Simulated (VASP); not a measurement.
# SnTe (F-43m) in VASP: notebook, part 2 of 3

VASP 6.6.1. The steps go on from the part before.

## Step 4: G0W0 quasiparticle levels, PBE

Contents of POSCAR:

```
SnTe
1.0
    0.0000000000      3.6111460000      3.6111460000
    3.6111460000      0.0000000000      3.6111460000
    3.6111460000      3.6111460000      0.0000000000
Te Sn
1 1
Direct
    0.2500000000      0.2500000000      0.2500000000
    0.0000000000      0.0000000000      0.0000000000
```

Contents of INCAR.step1:

```
PREC = Accurate
ENCUT = 450
EDIFF = 1E-8
ISMEAR = 0
SIGMA = 0.01
LREAL = F
LASPH = T
NELM = 80
ALGO = Normal
LWAVE = T
LCHARG = F
GGA = PE
```

Contents of INCAR.step2:

```
PREC = Accurate
ENCUT = 450
EDIFF = 1E-8
ISMEAR = 0
SIGMA = 0.01
LREAL = F
LASPH = T
NELM = 1
ALGO = Exact
LWAVE = T
LCHARG = F
GGA = PE
NBANDS = 66
LOPTICS = T
ISTART = 1
```

Contents of INCAR.step3:

```
PREC = Accurate
ENCUT = 450
EDIFF = 1E-8
ISMEAR = 0
SIGMA = 0.01
LREAL = F
LASPH = T
ALGO = EVGW0
LWAVE = F
LCHARG = F
GGA = PE
NELMGW = 1
NBANDS = 66
ENCUTGW = 200
NOMEGA = 48
PRECFOCK = Fast
ISTART = 1
NBANDSGW = 18
```

Contents of KPOINTS:

```
regular mesh
0
Gamma
  2 2 2
```

Potentials or basis: VASP PAW PBE potentials, release 64 (Te_GW, Sn_d_GW).

Run with:

```console
$ cat potpaw_PBE.64/Te_GW/POTCAR potpaw_PBE.64/Sn_d_GW/POTCAR > POTCAR
$ cp INCAR.step1 INCAR
$ mpirun -np 1 vasp_std > vasp.out
$ cp INCAR.step2 INCAR
$ mpirun -np 1 vasp_std > vasp.out
$ cp INCAR.step3 INCAR
$ mpirun -np 1 vasp_std > vasp.out
```

OUTCAR:

```text
PREC = Accurate
   ENCUT = 450
   EDIFF = 1E-8
   ISMEAR = 0
   LREAL = F
   LASPH = T
   GGA = PE
   NELMGW = 1
   ENCUTGW = 200
   PRECFOCK = Fast
   ISTART = 1

 Found      3 irreducible k-points:

 Following reciprocal coordinates:
            Coordinates               Weight
  0.000000  0.000000  0.000000      1.000000
  0.500000  0.000000  0.000000      4.000000
  0.500000  0.500000  0.000000      3.000000
   k-points           NKPTS =      3   k-points in BZ     NKDIM =      8   number of bands    NBANDS=     66
   number of dos      NEDOS =    301   number of ions     NIONS =      2
   total plane-waves  NPLWV =  46656
   dimension x,y,z NGX =    36 NGY =   36 NGZ =   36
   dimension x,y,z NGXF=    72 NGYF=   72 NGZF=   72
   ions per type =               1   1
   NGX,Y,Z   is equivalent  to a cutoff of  11.72, 11.72, 11.72 a.u.
   NGXF,Y,Z  is equivalent  to a cutoff of  23.44, 23.44, 23.44 a.u.
 SYSTEM =  unknown system
   PREC   = accura    normal or accurate (medium, high low for compatibility)
   ISTART =      1    job   : 0-new  1-cont  2-samecut
   ICHARG =      0    charge: 1-file 2-atom 10-const
   ISPIN  =      1    spin polarized calculation?
   LNONCOLLINEAR =      F non collinear calculations
   LSORBIT =      F    spin-orbit coupling
   LASPH  =      T    aspherical Exc in radial PAW
   ENCUT  =  450.0 eV  33.07 Ry    5.75 a.u.   8.83  8.83  8.83*2*pi/ulx,y,z
   NELM   =     60;   NELMIN=  2; NELMDL=  0     # of ELM steps
   EDIFF  = 0.1E-07   stopping-criterion for ELM
   LREAL  =      F    real-space projection
   EDIFFG = 0.1E-06   stopping-criterion for IOM
   NSW    =      0    number of steps for IOM
   IBRION =     -1    ionic relax: 0-MD 1-quasi-New 2-CG
   NFREE  =      0    steps in history (QN), initial steepest desc. (CG)
   ISIF   =      0    stress and relaxation
   ISYM   =      3    0-nonsym 1-usesym 2-fastsym
   POTIM  = 0.5000    time-step for ionic-motion
   TEBEG  =    0.0;   TEEND  =   0.0 temperature during run
   PSTRESS=    0.0 pullay stress
   NELECT =      20.0000    total number of electrons
   NUPDOWN=      -1.0000    fix difference up-down
   EMIN   =  10.00;   EMAX   =-10.00  energy-range for DOS
   EFERMI =   0.00;   METHOD = LEGACY
   ISMEAR =     0;   SIGMA  =   0.01  broadening in eV -4-tet -1-fermi 0-gaus
   EFERMI_NEDOS =   21; number of points for ismear=-14 and -15
   IALGO  =     38    algorithm
   IMIX   =      4    mixing-type and parameters
     AMIX     =   0.40;   BMIX     =  1.00
     AMIX_MAG =   1.60;   BMIX_MAG =  1.00
  volume/ion in A,a.u.               =      47.09       317.78
  Fermi-wavevector in a.u.,A,eV,Ry     =   0.976704  1.845704 12.979296  0.953951
  Thomas-Fermi vector in A             =   2.107344
   LORBIT       =      0    0 simple, 1 ext, 2 COOP (PROOUT), +10 PAW based schemes
   GGA     = PE    functional components
   LHFCALC =     T    Hartree Fock is set to
   PRECFOCK=fast      Normal, Fast or Accurate (Low or Medium for compatibility)
   ENCUT4O =  -1.0   cutoff for four orbital integrals eV
   NKREDX  =     1    reduce k-point grid by
   NKREDY  =     1    reduce k-point grid by
   NKREDZ  =     1    reduce k-point grid by
   AEXX    =    1.0000 exact exchange contribution
   HFSCREEN=    0.0000 screening length (either q_TF or 0.3 A-1)
   HFSCREENC=   0.0000 screening length for correlation (either q_TF or 0.3 A-1)
   ENCUTFOCK=  -1.0 apply spherical cutoff to Coloumb kernel
   IVDW    =     0    specifies the selected vdW correction
   LEPSILON=     F    determine dielectric tensor
   LRPA    =     F    only Hartree local field effects (RPA)
   LRPAFORCE           =     F    calculate RPA forces
   ENCUTGW             = 200.0    cutoff for response function in eV
   ENCUTGWSOFT         = 160.0    soft cutoff for Coulomb kernel in GW response function in eV
   ENCUTLF             =  -1.0    cutoff for local field effects
   NELMGW              =     1    number of iterations in solving QP/BSE equation
   NELMHF              =     1    number of iterations in the inner HF iteration
   NKREDLFX            =     1    NKREDLFY  =   1   NKREDLFZ  =   1
 non-spin polarized calculation
 Gauss-broadening in eV      SIGMA  =   0.01
  energy-cutoff  :      450.00
  volume of cell :       94.18
 maximum number of plane-waves:      2085
 NGX is ok and might be reduce to    36
  NGX = 20; NGY = 20; NGZ = 20
   NGX = 17   NGY = 17   NGZ = 17
 maximum number of plane-waves:       620

 QP shifts <psi_nk| G(iteration)W_0 |psi_nk>: iteration 1
 for sc-GW calculations column KS-energies equals QP-energies in previous step
 and V_xc(KS)=  KS-energies - (<T + V_ion + V_H > + <T+V_H+V_ion>^1  + <V_x>^1)

 k-point   1 :       0.0000    0.0000    0.0000
  band No.  KS-energies  QP-energies   sigma(KS)   V_xc(KS)     V^pw_x(r,r')   Z            occupation Imag(sigma)

      1     -19.3912     -21.4615     -20.7546     -17.5160     -27.0917       0.6393       2.0000       0.5111
      2     -19.3912     -21.4615     -20.7546     -17.5160     -27.0917       0.6393       2.0000       0.5111
      3     -19.3912     -21.4615     -20.7546     -17.5160     -27.0917       0.6393       2.0000       0.5111
      4     -19.3830     -21.4247     -20.7202     -17.5180     -27.0742       0.6376       2.0000       0.4770
      5     -19.3830     -21.4247     -20.7202     -17.5180     -27.0742       0.6376       2.0000       0.4770
      6      -9.0511      -9.0348     -10.7645     -10.7924     -17.0021       0.5821       2.0000       1.0701
[... 10 lines left out ...]
     17      10.0964      10.1330      -5.9696      -6.0194      -1.7165       0.7336       0.0000      -0.4321
     18      10.0964      10.1330      -5.9696      -6.0194      -1.7165       0.7336       0.0000      -0.4321
[... 26 lines left out ...]
      1     -19.3944     -21.4466     -20.7323     -17.5097     -27.0826       0.6368       2.0000       0.5181
      2     -19.3884     -21.4748     -20.7532     -17.5209     -27.0914       0.6455       2.0000       0.5070
      3     -19.3884     -21.4748     -20.7532     -17.5209     -27.0914       0.6455       2.0000       0.5070
      4     -19.3830     -21.4331     -20.7192     -17.5179     -27.0735       0.6404       2.0000       0.4761
      5     -19.3830     -21.4331     -20.7192     -17.5179     -27.0735       0.6404       2.0000       0.4761
      6      -8.2902      -8.3225     -11.2689     -11.2166     -17.0086       0.6190       2.0000       0.9418
[... 10 lines left out ...]
     17      10.7115      11.0638      -7.3995      -7.8897      -3.1825       0.7187       0.0000      -0.3430
     18      11.0314      11.4140      -7.3478      -7.8913      -2.9037       0.7039       0.0000      -0.3728
```

OUTCAR.step2:

```text
PREC = Accurate
   ENCUT = 450
   EDIFF = 1E-8
   ISMEAR = 0
   LREAL = F
[... 516 lines left out ...]
     0.00000     7.66613     7.66613     7.66613     0.00000     0.00000     0.00000
     0.69433     7.96077     7.96077     7.96077     0.00000     0.00000     0.00000
     1.38867     8.82734     8.82734     8.82734     0.00000     0.00000     0.00000
     2.08300    11.52144    11.52144    11.52144     0.00000     0.00000     0.00000
     2.77734    25.65062    25.65062    25.65062     0.00000     0.00000     0.00000
     3.47167    -6.15474    -6.15474    -6.15474     0.00000     0.00000     0.00000
[... 92 lines left out ...]
    68.04473     0.92215     0.92215     0.92215    -0.00000    -0.00000     0.00000
    68.73906     0.92483     0.92483     0.92483    -0.00000    -0.00000     0.00000
```

Wall time 3.9 min (1 thread of AMD EPYC 7R43 (Zen 3), shared host); peak memory 0.71 GiB.

The run converged, but some of its settings lie outside the range that counts as converged, so its numbers aren't taken as properties of the crystal.

Results:

| Property | Result |
| --- | --- |
| Band gap on the k mesh, mean-field level | 0.81 eV, direct |
| Quasiparticle gap | 1.36 eV |
| Least direct quasiparticle gap | 1.36 eV |

Caveat: the k mesh is coarse (spacing up to 0.75 Å⁻¹), so the values aren't converged; bands, screening cutoff and mesh are small and nothing is extrapolated, so the quasiparticle values aren't converged; spin-orbit coupling is left out, which moves the levels of the heavy elements.

## Step 5: G0W0 quasiparticle levels, PBE

POSCAR is that of step 4.

INCAR.step1 is that of step 4.

INCAR.step2 is that of step 4.

INCAR.step3, as its differences from that of step 4:

```diff
@@ -13,3 +13,3 @@
 NBANDS = 66
-ENCUTGW = 200
+ENCUTGW = 260
 NOMEGA = 48
```

KPOINTS is that of step 4.

Potentials or basis: VASP PAW PBE potentials, release 64 (Te_GW, Sn_d_GW).

Run with:

```console
$ cat potpaw_PBE.64/Te_GW/POTCAR potpaw_PBE.64/Sn_d_GW/POTCAR > POTCAR
$ cp INCAR.step1 INCAR
$ mpirun -np 1 vasp_std > vasp.out
$ cp INCAR.step2 INCAR
$ mpirun -np 1 vasp_std > vasp.out
$ cp INCAR.step3 INCAR
$ mpirun -np 1 vasp_std > vasp.out
```

OUTCAR:

```text
PREC = Accurate
   ENCUT = 450
   EDIFF = 1E-8
   ISMEAR = 0
   LREAL = F
   LASPH = T
   GGA = PE
   NELMGW = 1
   ENCUTGW = 260
   PRECFOCK = Fast
   ISTART = 1

 Found      3 irreducible k-points:

 Following reciprocal coordinates:
            Coordinates               Weight
  0.000000  0.000000  0.000000      1.000000
  0.500000  0.000000  0.000000      4.000000
  0.500000  0.500000  0.000000      3.000000
   k-points           NKPTS =      3   k-points in BZ     NKDIM =      8   number of bands    NBANDS=     66
   number of dos      NEDOS =    301   number of ions     NIONS =      2
   total plane-waves  NPLWV =  46656
   dimension x,y,z NGX =    36 NGY =   36 NGZ =   36
   dimension x,y,z NGXF=    72 NGYF=   72 NGZF=   72
   ions per type =               1   1
   NGX,Y,Z   is equivalent  to a cutoff of  11.72, 11.72, 11.72 a.u.
   NGXF,Y,Z  is equivalent  to a cutoff of  23.44, 23.44, 23.44 a.u.
 SYSTEM =  unknown system
   PREC   = accura    normal or accurate (medium, high low for compatibility)
   ISTART =      1    job   : 0-new  1-cont  2-samecut
   ICHARG =      0    charge: 1-file 2-atom 10-const
   ISPIN  =      1    spin polarized calculation?
   LNONCOLLINEAR =      F non collinear calculations
   LSORBIT =      F    spin-orbit coupling
[... 28 lines left out ...]
   GGA     = PE    functional components
   LHFCALC =     T    Hartree Fock is set to
   PRECFOCK=fast      Normal, Fast or Accurate (Low or Medium for compatibility)
   ENCUT4O =  -1.0   cutoff for four orbital integrals eV
   NKREDX  =     1    reduce k-point grid by
   NKREDY  =     1    reduce k-point grid by
   NKREDZ  =     1    reduce k-point grid by
   AEXX    =    1.0000 exact exchange contribution
   HFSCREEN=    0.0000 screening length (either q_TF or 0.3 A-1)
   HFSCREENC=   0.0000 screening length for correlation (either q_TF or 0.3 A-1)
   ENCUTFOCK=  -1.0 apply spherical cutoff to Coloumb kernel
   IVDW    =     0    specifies the selected vdW correction
   LEPSILON=     F    determine dielectric tensor
   LRPA    =     F    only Hartree local field effects (RPA)
   LRPAFORCE           =     F    calculate RPA forces
   ENCUTGW             = 260.0    cutoff for response function in eV
   ENCUTGWSOFT         = 208.0    soft cutoff for Coulomb kernel in GW response function in eV
   ENCUTLF             =  -1.0    cutoff for local field effects
   NELMGW              =     1    number of iterations in solving QP/BSE equation
   NELMHF              =     1    number of iterations in the inner HF iteration
   NKREDLFX            =     1    NKREDLFY  =   1   NKREDLFZ  =   1
 non-spin polarized calculation
 Gauss-broadening in eV      SIGMA  =   0.01
  energy-cutoff  :      450.00
  volume of cell :       94.18
 maximum number of plane-waves:      2085
 NGX is ok and might be reduce to    36
  NGX = 20; NGY = 20; NGZ = 20
   NGX = 17   NGY = 17   NGZ = 17
 maximum number of plane-waves:       934

 QP shifts <psi_nk| G(iteration)W_0 |psi_nk>: iteration 1
 for sc-GW calculations column KS-energies equals QP-energies in previous step
 and V_xc(KS)=  KS-energies - (<T + V_ion + V_H > + <T+V_H+V_ion>^1  + <V_x>^1)

 k-point   1 :       0.0000    0.0000    0.0000
  band No.  KS-energies  QP-energies   sigma(KS)   V_xc(KS)     V^pw_x(r,r')   Z            occupation Imag(sigma)

      1     -19.3912     -21.4626     -20.7569     -17.5160     -27.0917       0.6391       2.0000       0.5114
      2     -19.3912     -21.4626     -20.7569     -17.5160     -27.0917       0.6391       2.0000       0.5114
      3     -19.3912     -21.4626     -20.7569     -17.5160     -27.0917       0.6391       2.0000       0.5114
      4     -19.3830     -21.4262     -20.7231     -17.5180     -27.0742       0.6375       2.0000       0.4772
      5     -19.3830     -21.4262     -20.7231     -17.5180     -27.0742       0.6375       2.0000       0.4772
      6      -9.0511      -9.0356     -10.7659     -10.7924     -17.0021       0.5821       2.0000       1.0695
[... 41 lines left out ...]
      4     -19.3830     -21.4347     -20.7221     -17.5179     -27.0735       0.6403       2.0000       0.4762
      5     -19.3830     -21.4347     -20.7221     -17.5179     -27.0735       0.6403       2.0000       0.4762
      6      -8.2902      -8.3238     -11.2710     -11.2166     -17.0086       0.6190       2.0000       0.9412
[... 10 lines left out ...]
     17      10.7115      11.0639      -7.3994      -7.8897      -3.1825       0.7186       0.0000      -0.3430
     18      11.0314      11.4140      -7.3477      -7.8913      -2.9037       0.7039       0.0000      -0.3726
```

OUTCAR.step1:

```text
PREC = Accurate
   ENCUT = 450
   EDIFF = 1E-8
   ISMEAR = 0
   LREAL = F
   LASPH = T
[... 156 lines left out ...]
 -----------------------------------------------------------------------------------
      1.80557      1.80557      1.80557         0.000000      0.000000     -0.000000
      0.00000      0.00000      0.00000        -0.000000     -0.000000      0.000000
 -----------------------------------------------------------------------------------
    total drift:                               -0.000000     -0.000000     -0.000000

  FREE ENERGIE OF THE ION-ELECTRON SYSTEM (eV)
  ---------------------------------------------------
  free  energy   TOTEN  =        -7.3783918491 eV

  energy  without entropy=       -7.3783918491  energy(sigma->0) =       -7.37839185
```

OUTCAR.step2:

```text
PREC = Accurate
   ENCUT = 450
   EDIFF = 1E-8
   ISMEAR = 0
   LREAL = F
[... 516 lines left out ...]
     0.00000     7.66613     7.66613     7.66613     0.00000     0.00000     0.00000
     0.69433     7.96077     7.96077     7.96077     0.00000     0.00000     0.00000
     1.38867     8.82734     8.82734     8.82734     0.00000     0.00000     0.00000
     2.08300    11.52144    11.52144    11.52144     0.00000     0.00000     0.00000
     2.77734    25.65062    25.65062    25.65062     0.00000     0.00000     0.00000
     3.47167    -6.15474    -6.15474    -6.15474     0.00000     0.00000     0.00000
[... 92 lines left out ...]
    68.04473     0.92215     0.92215     0.92215    -0.00000    -0.00000     0.00000
    68.73906     0.92483     0.92483     0.92483    -0.00000    -0.00000     0.00000
```

Wall time 6.1 min (1 thread of AMD EPYC 7R43 (Zen 3), shared host); peak memory 1.4 GiB.

These settings aren't checked as converged: the numbers below hold their error.

What came out:

```yaml
Band_gap_on_the_k_mesh_mean-field_level: 0.81 eV, direct
Quasiparticle_gap: 1.36 eV
Least_direct_quasiparticle_gap: 1.36 eV
```

Caveat: the k mesh is coarse (spacing up to 0.75 Å⁻¹), so the values aren't converged; bands, screening cutoff and mesh are small and nothing is extrapolated, so the quasiparticle values aren't converged; spin-orbit coupling is left out, which moves the levels of the heavy elements.

[end of part 2 of 3]
